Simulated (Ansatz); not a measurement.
# SnO: the cost of one run

Computed with Ansatz 0.2.0 (DFT PBE, scalar-relativistic, plane waves, PAW, unless a step's input says otherwise).

## (1) The starting structure

It takes space group Pmn2_1 (No. 31, orthorhombic). Conventional cell: a = 3.355 Å, b = 5.674 Å, c = 4.222 Å, α = 90.00°, β = 90.00°, γ = 90.00°. Sn (site symmetry m) is surrounded by 3 O at 2.15 to 2.16 Å. O (site symmetry m) has 3 Sn at 2.15 to 2.16 Å as nearest neighbours.

Structure file:

```cif
data_structure
_symmetry_space_group_name_H-M 'Pmn2_1'
_symmetry_Int_Tables_number 31
_cell_length_a 3.3550
_cell_length_b 5.6741
_cell_length_c 4.2220
_cell_angle_alpha 90.000
_cell_angle_beta 90.000
_cell_angle_gamma 90.000
_cell_volume 80.37
loop_
_atom_site_label
_atom_site_type_symbol
_atom_site_symmetry_multiplicity
_atom_site_Wyckoff_symbol
_atom_site_fract_x
_atom_site_fract_y
_atom_site_fract_z
_atom_site_occupancy
Sn1 Sn 2 a 0.00000 0.23191 0.51314 1
O1 O 2 a 0.00000 0.89125 0.73686 1
```

The start is a polymorph listed in a database, not an invented cell.

## (2) The guess as it stands, on a coarse mesh

The input, input.yaml:

```yaml
crystal:
  lattice:
    - [3.35500503, 0.0, 0.0]
    - [0.0, 5.67410421, 0.0]
    - [0.0, 0.0, 4.22197008]
  atoms:
    - { symbol: Sn, position: [0.0, 0.23190899, 0.51314402] }
    - { symbol: Sn, position: [0.5, 0.76809101, 0.01314402] }
    - { symbol: O, position: [0.0, 0.89125, 0.736857] }
    - { symbol: O, position: [0.5, 0.10875, 0.236857] }
basis:
  ecutwfc: 420
kpoints:
  mp_grid: { grid: [6, 4, 4] }
hamiltonian:
  xc: pbe
scf:
  occupations: { method: gaussian, width: 0.1 }
  lower_state_search: "off"
output:
  forces: true
  stress: true
  eigenvalues: true
```

The run is started by

```console
ansatz run input.yaml --threads 1 --pin off --max-ram 2560MiB --backend cpu --events-out ev --progress --plain --runs-dir out
```

Q: Estimate wall time and peak memory on 1 thread of Intel Xeon 6975P-C (Granite Rapids), shared host.

About 2.6 s, with a peak of 0.35 GiB.
